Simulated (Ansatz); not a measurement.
A 2-atom cell of CsI started from a crystallographic database was relaxed with 5 functionals in the PAW code Ansatz, cell and atoms free, the symmetry of the start kept (meshes: PBE 6×6×6, r2SCAN 6×6×6, PBEsol 6×6×6, LDA 6×6×6, HSE06 4×4×4). The values are computed, spin-unpolarised, and not measurements.

The LDA result:
```
Cs I
1.0
     4.40219    0.00000    0.00000
     0.00000    4.40219    0.00000
     0.00000    0.00000    4.40219
Cs I
1 1
Direct
  0.00000 0.00000 0.00000
  0.50000 0.50000 0.50000
```

It is cubic, Pm-3m (No. 221); a = 4.402 Å in the conventional setting, 42.66 Å³ an atom. Cs has 8 I at 3.81 Å; I has 8 Cs at 3.81 Å.

(1) Order the functionals by the relaxed volume, smallest first.
A. HSE06
B. r2SCAN
C. PBE
D. PBEsol
E. LDA

(2) How does the cell change with PBE?

(3) How does the cell change with HSE06?

(4) Held at the r2SCAN cell, what mean stress do LDA and PBE find, and does its sign point to their own minimum?

Results:

(1) E (42.66 Å³/atom), D (45.77 Å³/atom), B (48.93 Å³/atom), A (49.85 Å³/atom), C (50.79 Å³/atom).

(2) a = 4.666 Å; the volume differs by +19.1 % from LDA's. Cs is surrounded by 8 I at 4.04 Å; I is surrounded by 8 Cs at 4.04 Å.

(3) a = 4.637 Å; the volume differs by +16.9 % from LDA's. Cs has 8 I at 4.02 Å; I has 8 Cs at 4.02 Å.

(4) Yes. LDA -1.63 GPa, and its relaxed volume is -12.8 % from r2SCAN's; PBE +0.41 GPa, and its relaxed volume is +3.8 % from r2SCAN's. Compression counts positive, so a positive stress asks for a larger cell.
